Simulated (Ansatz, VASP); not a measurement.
## One calculation of Au, two programs

```
Au
1.0
     9.00000    0.00000    0.00000
     0.00000    9.30000    0.00000
     0.00000    0.00000    2.58083
Au
1
Direct
  0.50000 0.50000 0.00000
```

Alike in both runs: functional PBE; k mesh 1 × 1 × 24; occupations gaussian, width 0.05 eV; collinear spin.

Ansatz relaxed the structure, and its values are those at the end. VASP's run is a single point on that final structure, the one shown.

|  | VASP | Ansatz |
| --- | --- | --- |
| version | VASP 6.6.1 | Ansatz 0.2.0 |
| potentials or method | VASP PAW PBE potentials, release 64 (Au) | scalar-relativistic, plane waves, PAW |
| plane-wave cutoff (eV) | 520 | 420 |
| valence electrons in the cell | 11 | 19 |

```csv
,VASP,Ansatz,Ansatz less VASP
gap on the k mesh at the Fermi level (eV),none,none,-
net moment per atom (μB),0.07,0.07,0.000
size of the moment on the site where the two differ most (μB),0.07,0.07,-0.002
```

Site moments also hang on the region over which each program counts them. A gap of «none» marks a metal or a gap that the smearing closes. The two sets of potentials don't hold the same shells in valence. Ansatz warned: «xc_potential_rough_in_thin_density».

The runs have no spin-orbit coupling, so splittings on Au are missing.
